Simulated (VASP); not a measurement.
# Pt (Im-3m) in VASP: a series of runs

The runs below take Pt through single point, with LDA.

Everything below comes from runs of VASP 6.6.1. Logs are shortened: lines on timing, memory, paths and dates and some standing lists are left out, and cuts for length are marked.

### Step 1. The structure

The structure is cubic, space group Im-3m (No. 229). Conventional cell: a = 3.168 Å, b = 3.168 Å, c = 3.168 Å, α = 90.00°, β = 90.00°, γ = 90.00°. Pt (site symmetry m-3m) has 8 Pt at 2.74 Å as nearest neighbours.

This isn't the form of Pt at room conditions, which is fcc.

### Step 2. Single point, LDA

File INCAR:

```
PREC = Accurate
ENCUT = 340
EDIFF = 1E-6
ISMEAR = 1
SIGMA = 0.15
LREAL = False
LASPH = True
NELM = 100
ALGO = Normal
ISIF = 2
LWAVE = False
LCHARG = False
GGA = CA
ADDGRID = False
```

File KPOINTS:

```
Automatic mesh
0
Gamma
  9 9 9
```

File POSCAR:

```
Pt
1.0
   -1.5842200000      1.5842200000      1.5842200000
    1.5842200000     -1.5842200000      1.5842200000
    1.5842200000      1.5842200000     -1.5842200000
Pt
1
Direct
    0.0000000000      0.0000000000      0.0000000000
```

Potentials or basis: VASP PAW LDA potentials, release 64 (Pt).

Launch:

```bash
> cat potpaw_LDA.64/Pt/POTCAR > POTCAR
> mpirun -np 1 vasp_std > vasp.out
```

OUTCAR:

```text
PREC = Accurate
   ENCUT = 340
   EDIFF = 1E-6
   ISMEAR = 1
   LREAL = False
   LASPH = True
   NELM = 100
   ISIF = 2
   GGA = CA

 Found     35 irreducible k-points:

 Following reciprocal coordinates:
            Coordinates               Weight
  0.000000  0.000000  0.000000      1.000000
  0.111111  0.000000  0.000000     12.000000
  0.222222  0.000000  0.000000     12.000000
  0.333333  0.000000  0.000000     12.000000
  0.444444  0.000000  0.000000     12.000000
  0.111111  0.111111  0.000000     24.000000
   k-points           NKPTS =     35   k-points in BZ     NKDIM =     35   number of bands    NBANDS=      9
   number of dos      NEDOS =    301   number of ions     NIONS =      1
   total plane-waves  NPLWV =   5832
   dimension x,y,z NGX =    18 NGY =   18 NGZ =   18
   dimension x,y,z NGXF=    36 NGYF=   36 NGZF=   36
   ions per type =               1
   NGX,Y,Z   is equivalent  to a cutoff of  10.91, 10.91, 10.91 a.u.
   NGXF,Y,Z  is equivalent  to a cutoff of  21.81, 21.81, 21.81 a.u.
 SYSTEM =  unknown system
   PREC   = accura    normal or accurate (medium, high low for compatibility)
   ISTART =      0    job   : 0-new  1-cont  2-samecut
   ICHARG =      2    charge: 1-file 2-atom 10-const
   ISPIN  =      1    spin polarized calculation?
   LNONCOLLINEAR =      F non collinear calculations
   LSORBIT =      F    spin-orbit coupling
   LASPH  =      T    aspherical Exc in radial PAW
   ENCUT  =  340.0 eV  24.99 Ry    5.00 a.u.   4.13  4.13  4.13*2*pi/ulx,y,z
   NELM   =    100;   NELMIN=  2; NELMDL= -5     # of ELM steps
   EDIFF  = 0.1E-05   stopping-criterion for ELM
   LREAL  =      F    real-space projection
   EDIFFG = 0.1E-04   stopping-criterion for IOM
   NSW    =      0    number of steps for IOM
   IBRION =     -1    ionic relax: 0-MD 1-quasi-New 2-CG
   NFREE  =      0    steps in history (QN), initial steepest desc. (CG)
   ISIF   =      2    stress and relaxation
   ISYM   =      2    0-nonsym 1-usesym 2-fastsym
   POTIM  = 0.5000    time-step for ionic-motion
   TEBEG  =    0.0;   TEEND  =   0.0 temperature during run
   PSTRESS=    0.0 pullay stress
   NELECT =      10.0000    total number of electrons
   NUPDOWN=      -1.0000    fix difference up-down
   EMIN   =  10.00;   EMAX   =-10.00  energy-range for DOS
   EFERMI =   0.00;   METHOD = LEGACY
   ISMEAR =     1;   SIGMA  =   0.15  broadening in eV -4-tet -1-fermi 0-gaus
   EFERMI_NEDOS =   21; number of points for ismear=-14 and -15
   IALGO  =     38    algorithm
   IMIX   =      4    mixing-type and parameters
     AMIX     =   0.40;   BMIX     =  1.00
     AMIX_MAG =   1.60;   BMIX_MAG =  1.00
  volume/ion in A,a.u.               =      15.90       107.33
  Fermi-wavevector in a.u.,A,eV,Ry     =   1.402510  2.650360 26.763132  1.967035
  Thomas-Fermi vector in A             =   2.525265
   LORBIT       =      0    0 simple, 1 ext, 2 COOP (PROOUT), +10 PAW based schemes
   GGA     = CA    functional components
   LHFCALC =     F    Hartree Fock is set to
   AEXX    =    0.0000 exact exchange contribution
   IVDW    =     0    specifies the selected vdW correction
   LEPSILON=     F    determine dielectric tensor
   LRPA    =     F    only Hartree local field effects (RPA)
 non-spin polarized calculation
 Methfessel and Paxton  Order N= 1 SIGMA  =   0.15
  energy-cutoff  :      340.00
  volume of cell :       15.90
 maximum number of plane-waves:       236
 NGX is ok and might be reduce to    18
   NGX =  9   NGY =  9   NGZ =  9

 number of electron      10.0000004 magnetization

 Free energy of the ion-electron system (eV)
  ---------------------------------------------------
  ext. energy  EPLUGINS =         0.00000000
  ---------------------------------------------------
  free energy    TOTEN  =        -7.35584102 eV

  energy without entropy =       -7.35324597  energy(sigma->0) =       -7.35497600

 E-fermi :   9.8014     XC(G=0): -13.3789

 val. band max:        9.7787154819   @ k =  -0.3333   0.4444   0.2222
 cond. band min:       9.8269099124   @ k =   0.4444   0.1111   0.0000
 fundamental gap:      0.0481944304
 Fermi energy:         9.8014405205

 k-point     1 :       0.0000    0.0000    0.0000
  band No.  band energies     occupation
      1       0.4789      2.00000
      2       6.4518      2.00000
      3       6.4518      2.00000
      4       6.4518      2.00000
      5       8.9612      2.00000
      6       8.9612      2.00000
      7      27.0099      0.00000
      8      27.0099      0.00000
      9      27.0099      0.00000

 k-point     2 :       0.1111    0.0000    0.0000
  band No.  band energies     occupation
      1       0.9697      2.00000
      2       6.2648      2.00000
      3       6.4470      2.00000
      4       6.8473      2.00000
      5       8.7419      2.00000
      6       8.9756      2.00000
      7      27.1665      0.00000
      8      27.2628      0.00000
      9      27.7326      0.00000

 k-point     3 :       0.2222    0.0000    0.0000
  band No.  band energies     occupation
      1       2.2296      2.00000
      2       5.8216      2.00000
      3       6.4427      2.00000
      4       7.9541      2.00000
      5       8.5195      2.00000
      6       9.0377      2.00000
      7      25.3916      0.00000
      8      26.3998      0.00000
      9      29.7044      0.00000

 k-point     4 :       0.3333    0.0000    0.0000
  band No.  band energies     occupation
      1       3.2784      2.00000
      2       5.3623      2.00000
      3       7.2668      2.00000
      4       8.6866      2.00000
      5       9.1554      2.00000
      6       9.4851      2.01107
      7      20.9186      0.00000
      8      24.5527      0.00000
      9      28.5266      0.00000

 k-point     5 :       0.4444    0.0000    0.0000
  band No.  band energies     occupation
      1       3.4138      2.00000
      2       5.0822      2.00000
      3       8.6909      2.00000
      4       9.2621      2.00000
      5       9.6812      1.98086
      6      10.7516     -0.00000
      7      16.9320      0.00000
      8      23.3369      0.00000
      9      26.0075      0.00000

 k-point     6 :       0.1111    0.1111    0.0000
  band No.  band energies     occupation
      1       1.8706      2.00000
      2       6.0732      2.00000
      3       6.2056      2.00000
      4       7.7004      2.00000
      5       8.4586      2.00000
      6       9.0748      2.00000
      7      26.8209      0.00000
      8      26.9504      0.00000
      9      28.3884      0.00000

 [... further k-points ...]

------------------------ aborting loop because EDIFF is reached ----------------------------------------

  FORCE on cell =-STRESS in cart. coord.  units (eV):
  Direction    XX          YY          ZZ          XY          YZ          ZX
  --------------------------------------------------------------------------------------
  -------------------------------------------------------------------------------------
  Total       -1.6665751     -1.6665751     -1.6665751     -0.0000000     -0.0000000      0.0000000
  in kB     -167.8916144   -167.8916144   -167.8916144     -0.0000000     -0.0000000      0.0000000
  external PRESSURE =    -167.8916144 kB  Pullay stress =       0.0000000 kB

 VOLUME and BASIS-vectors are now :
 -----------------------------------------------------------------------------
  energy-cutoff  :      340.00
  volume of cell :       15.90
      direct lattice vectors                 reciprocal lattice vectors
    -1.584220000  1.584220000  1.584220000     0.000000000  0.315612731  0.315612731
     1.584220000 -1.584220000  1.584220000     0.315612731  0.000000000  0.315612731
     1.584220000  1.584220000 -1.584220000     0.315612731  0.315612731  0.000000000

 POSITION                                       TOTAL-FORCE (eV/Angst)
 -----------------------------------------------------------------------------------
      0.00000      0.00000      0.00000         0.000000      0.000000      0.000000
 -----------------------------------------------------------------------------------
    total drift:                                0.000000      0.000000      0.000000

  FREE ENERGIE OF THE ION-ELECTRON SYSTEM (eV)
  ---------------------------------------------------
  free  energy   TOTEN  =        -7.3558410221 eV

  energy  without entropy=       -7.3532459696  energy(sigma->0) =       -7.35497600
```

Run time: 3 s. Hardware: 1 thread of Intel Xeon Platinum 8488C (Sapphire Rapids), shared host; peak memory 0.11 GiB.

The run converged, but some of its settings lie outside the range that counts as converged, so its numbers aren't taken as properties of the crystal.

What came out:

| Quantity | Value |
| --- | --- |
| Free energy | -7.3558 eV |
| Pressure | -16.8 GPa |
| Band gap on the k mesh | none (metal or under the smearing width) |

### Step 3. Single point, LDA

Edit INCAR of step 2 so:

```diff
@@ -1,3 +1,3 @@
 PREC = Accurate
-ENCUT = 340
+ENCUT = 650
 EDIFF = 1E-6
```

File KPOINTS:

```
Automatic mesh
0
Gamma
  7 7 7
```

POSCAR is that of step 2.

Potentials or basis: VASP PAW LDA potentials, release 64 (Pt).

Launch:

```bash
> cat potpaw_LDA.64/Pt/POTCAR > POTCAR
> mpirun -np 1 vasp_std > vasp.out
```

Run time: 2.5 s. Hardware: 1 thread of Intel Xeon Platinum 8488C (Sapphire Rapids), shared host; peak memory 0.12 GiB.

The run converged, but some of its settings lie outside the range that counts as converged, so its numbers aren't taken as properties of the crystal.

Results:

| Item | Value |
| --- | --- |
| Free energy | -7.3720 eV |
| Pressure | -16.4 GPa |
| Band gap on the k mesh | none (metal or under the smearing width) |

Caveat: the k mesh is coarse (spacing up to 0.40 Å⁻¹), so the values aren't converged.

### Step 4. Single point, LDA

Edit INCAR of step 3 so:

```diff
@@ -1,3 +1,3 @@
 PREC = Accurate
-ENCUT = 650
+ENCUT = 400
 EDIFF = 1E-6
```

File KPOINTS:

```
Automatic mesh
0
Gamma
  9 9 9
```

POSCAR is that of step 3.

Launch:

```bash
> cat potpaw_LDA.64/Pt/POTCAR > POTCAR
> mpirun -np 1 vasp_std > vasp.out
```

Wall time 2.8 s (1 thread of Intel Xeon Platinum 8488C (Sapphire Rapids), shared host); peak memory 0.11 GiB.

These settings aren't checked as converged: the numbers below hold their error.

What came out:

- Free energy: -7.3551 eV
- Pressure: -16.0 GPa
- Band gap on the k mesh: none (metal or under the smearing width)

### Step 5. Single point, LDA

Edit INCAR of step 4 so:

```diff
@@ -1,3 +1,3 @@
 PREC = Accurate
-ENCUT = 400
+ENCUT = 220
 EDIFF = 1E-6
```

File KPOINTS:

```
Automatic mesh
0
Gamma
  13 13 13
```

POSCAR is that of step 4.

Launch:

```bash
> cat potpaw_LDA.64/Pt/POTCAR > POTCAR
> mpirun -np 1 vasp_std > vasp.out
```

Wall time 2.2 s (1 thread of Intel Xeon Platinum 8488C (Sapphire Rapids), shared host); peak memory 0.1 GiB.

The run converged, but a check on its numbers failed (symmetry, net force, bounds or a known fault of this set-up), so they aren't taken as properties of the crystal.

Caveat: the cutoff lies under the usual one of these potentials, so the numbers hold a large basis-set error.

### Step 6. Single point, LDA

Edit INCAR of step 5 so:

```diff
@@ -1,3 +1,3 @@
 PREC = Accurate
-ENCUT = 220
+ENCUT = 460
 EDIFF = 1E-6
```

File KPOINTS:

```
Automatic mesh
0
Gamma
  9 9 9
```

POSCAR is that of step 5.

Potentials or basis: VASP PAW LDA potentials, release 64 (Pt).

Launch:

```bash
> cat potpaw_LDA.64/Pt/POTCAR > POTCAR
> mpirun -np 1 vasp_std > vasp.out
```

It took 3.8 s on 1 thread of Intel Xeon Platinum 8488C (Sapphire Rapids), shared host; peak memory 0.12 GiB.

These settings aren't checked as converged: the numbers below hold their error.

What came out:

```yaml
Free_energy: -7.3552 eV
Pressure: -15.9 GPa
Band_gap_on_the_k_mesh: none (metal or under the smearing width)
```

### Step 7. For comparison

An earlier run on the cell as given: functional PBEsol; potentials or basis VASP PAW PBE potentials, release 64 (Pt); cutoff 520 eV; k mesh 12 × 12 × 12; occupations fermi-dirac, width 0.05 eV; no spin polarisation.

* Pressure: -11.6 GPa
* Band gap on the k mesh: none (metal or under the smearing width)
